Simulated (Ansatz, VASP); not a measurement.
## One calculation of Ag, two programs

```
CELL_PARAMETERS angstrom
0.00000 2.04275 2.04275
2.04275 0.00000 2.04275
2.04275 2.04275 0.00000
ATOMIC_POSITIONS crystal
Ag 0.00000 0.00000 0.00000
```

Alike in both runs: functional revPBE; k mesh 11 × 11 × 11; occupations fermi-dirac, width 0.05 eV; no spin polarisation.

```csv
,VASP,Ansatz
version,VASP 6.6.1,Ansatz 0.2.0
potentials or method,"VASP PAW PBE potentials, release 64 (Ag), cutoff 520 eV","all-electron LAPW, scalar-relativistic"
task,single point,band structure
```

```csv
,VASP,Ansatz,Ansatz less VASP
gap on the k mesh at the Fermi level (eV),none,none,-
pressure (GPa),7.2,7.4,+0.12
```

A gap of «none» marks a metal or a gap that the smearing closes. Ansatz ran all-electron here, so the differences hold the error of VASP's frozen core and of both bases.

Caveats: the PAW data sets were made with another functional, which shifts forces and pressure a little (VASP).
